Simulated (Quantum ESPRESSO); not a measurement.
Runs of Quantum ESPRESSO 7.5 on KTaO3. Symmetry: Pm-3m, No. 221, cubic system. Conventional cell: a = 3.988 Å, b = 3.988 Å, c = 3.988 Å, α = 90.00°, β = 90.00°, γ = 90.00°. Around Ta (site symmetry m-3m) lie 6 O at 1.99 Å. K (site symmetry m-3m) is surrounded by 12 O at 2.82 Å. O (site symmetry 4/mmm) has 2 Ta at 1.99 Å as nearest neighbours. 

```csv
task,level,potentials or basis,k mesh,cutoff (eV),symmetry,SCF threshold,form of the LDA correlation,pressure (GPa),V0 of scaled cells (Å³/atom),B0 (GPa)
band structure,r2SCAN,SG15 PBE 1.2,5 × 5 × 5,1197,off,1e-08 Ry,-,(a),-,-
equation of state,PBEsol,GBRV 1.5 PBEsol,7 × 7 × 7,762,-,1e-09 Ry,-,-,12.69,(c)
equation of state,LDA,GBRV 1.5 LDA,7 × 7 × 7,762,-,1e-09 Ry,PZ81,-,12.39,219
equation of state,PBE,SSSP 1.3 efficiency PBE,7 × 7 × 7,816,-,1e-09 Ry,-,-,13.04,(b)
dielectric tensor,LDA,GBRV 1.5 LDA,"6 × 6 × 6, shifted",762,-,1e-09 Ry,PZ81,-5.1,-,-
```

Alike in all rows: no spin polarisation; cell as given; smearing fermi-dirac 0.05 eV.

Q: Estimate the missing entries.

A: (a) -3.4; (b) 189; (c) 204.

Caveats: the potentials were made for another functional, which shifts forces and pressure (some runs); the cell is more than 3 GPa from zero pressure, which shifts response properties (some runs).

Not every run made on this cell is shown here.
